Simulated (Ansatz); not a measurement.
## TePb: strain and displacement

```
CELL_PARAMETERS angstrom
4.00229 0.00000 0.00000
0.00000 4.00229 0.00000
0.00000 0.00000 4.00229
ATOMIC_POSITIONS crystal
Te 0.50000 0.50000 0.50000
Pb 0.00000 0.00000 0.00000
```

Atoms are numbered in the order listed.

The conventional cell has a = 4.002 Å, b = 4.002 Å, c = 4.002 Å, α = 90.00°, β = 90.00°, γ = 90.00°. Around Te (atom 1) lie 8 Pb at 3.47 Å. Around Pb (atom 2) lie 8 Te at 3.47 Å.

Structure from Materials Project entry mp-20943 (possibly hypothetical), not relaxed further.

Spin–orbit coupling is left out, though it moves levels of the heavy atoms by tenths of an eV or more.

These are results of Ansatz 0.2.0, DFT, PBE, all-electron LAPW, scalar-relativistic, not measurements.

Numerical set-up: a Γ-centred 10×10×10 k mesh, Fermi–Dirac smearing of 0.08 eV, basis error target 1 meV/atom, no spin polarisation.

The unchanged cell is at -0.23 GPa.

In a metal, stresses and small energies carry noise from the k mesh.

x, y and z are the Cartesian axes of the cell as listed; fractional coordinates follow a strain, and an engineering shear is twice the off-diagonal strain component.

One change gave: energy change +1 meV/atom; stress change (xx, yy, zz, yz, xz, xy) 0.03, 0.03, 0.06, 0.00, 0.00, -0.34 GPa, compression positive. Which change was it?
A. equal xy, yz and zx engineering shear strains of +1.5 %
B. atom 1 (Te) moved by (0.0212, 0.0212, 0.0000) Å
C. xy engineering shear strain of +3 %

C. For equal xy, yz and zx engineering shear strains of +1.5 %: energy change under 1 meV/atom; stress change (xx, yy, zz, yz, xz, xy) 0.03, 0.03, 0.03, -0.13, -0.13, -0.13 GPa, compression positive. For atom 1 (Te) moved by (0.0212, 0.0212, 0.0000) Å: energy change under 1 meV/atom; stress change (xx, yy, zz, yz, xz, xy) 0.01, 0.01, 0.01, 0.00, 0.00, 0.01 GPa, compression positive.
